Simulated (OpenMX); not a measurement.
Crystal: Ti.

```xyz
1
Lattice="-1.6410 1.6410 1.6410 1.6410 -1.6410 1.6410 1.6410 1.6410 -1.6410" Properties=species:S:1:pos:R:3 pbc="T T T"
Ti    0.0000    0.0000    0.0000
```

This isn't the form of Ti at room conditions, which is hcp.

| Property | Result |
| --- | --- |
| Program | OpenMX 3.8.5 |
| Task | single point |
| Functional | PBE |
| Potentials or basis | OpenMX 2013 PBE set, Ti7.0-s3p2d2, grid cutoff 400 Ry |
| k mesh | 11 × 11 × 11 |
| Occupations | fermi-dirac, width 0.05 eV |
| Spin | no spin polarisation |

On this cell: pressure -2.8 GPa; band gap on the k mesh none (metal or under the smearing width).

The same run follows on a disturbed copy (cell strained at random at fixed volume):

```xyz
1
Lattice="-1.6651 1.6614 1.5991 1.6804 -1.7051 1.6580 1.6045 1.6445 -1.6428" Properties=species:S:1:pos:R:3 pbc="T T T"
Ti    0.0349   -0.0129   -0.0109
```

Problem. What does the disturbed cell give?

Solution. The energy (extrapolated to zero smearing) moves by +1.5 meV/atom; pressure -2.7 GPa; band gap on the k mesh none (metal or under the smearing width).

Caveats: the basis of atomic orbitals isn't converged, which shifts pressures, moduli and gaps.
